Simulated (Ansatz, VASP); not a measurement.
# Na: VASP beside Ansatz

```
Na
1.0
    -2.13847    2.13847    2.13847
     2.13847   -2.13847    2.13847
     2.13847    2.13847   -2.13847
Na
1
Direct
  0.00000 0.00000 0.00000
```

Change from the starting cell: volume scaled by 1.03.

Alike in both runs: task single point; functional PBEsol; k mesh 12 × 12 × 12; occupations fermi-dirac, width 0.05 eV; no spin polarisation.

```csv
,VASP,Ansatz
version,VASP 6.6.1,Ansatz 0.2.0
potentials or method,"VASP PAW PBE potentials, release 64 (Na_pv), cutoff 520 eV","all-electron LAPW, scalar-relativistic"
```

```csv
,VASP,Ansatz,Ansatz less VASP
pressure (GPa),-0.5,-0.5,+0.02
```

Ansatz ran all-electron here, so the differences hold the error of VASP's frozen core and of both bases.

Caveats: the PAW data sets were made with another functional, which shifts forces and pressure a little (VASP).
